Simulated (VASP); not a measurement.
Runs of VASP 6.6.1 on BaS. The cell holds a slab with vacuum, 8 atoms: a = 4.517 Å, b = 4.517 Å, c = 24.581 Å, α = 90.00°, β = 90.00°, γ = 90.00°. 

```tsv
level	gap on the mesh (eV)
PBE+TS-HI	(b)
PBE+TS	2.12
PBE+D2	(a)
PBE+D4	2.06
PBE+dDsC	2.03
```

Alike in all rows: task relaxation of the atoms; potentials or basis VASP PAW PBE potentials, release 64 (Ba_sv, S); no spin polarisation; cell atoms relaxed; k mesh 5 × 5 × 1; cutoff (eV) 520; smearing fermi-dirac 0.05 eV.

Question: Estimate the missing entries.

Answer: (a) 1.82; (b) 2.05.

Caveats: spin-orbit coupling is left out, which moves the levels of the heavy elements.

A k mesh can miss the band edges, and the runs leave out spin-orbit coupling on Ba.
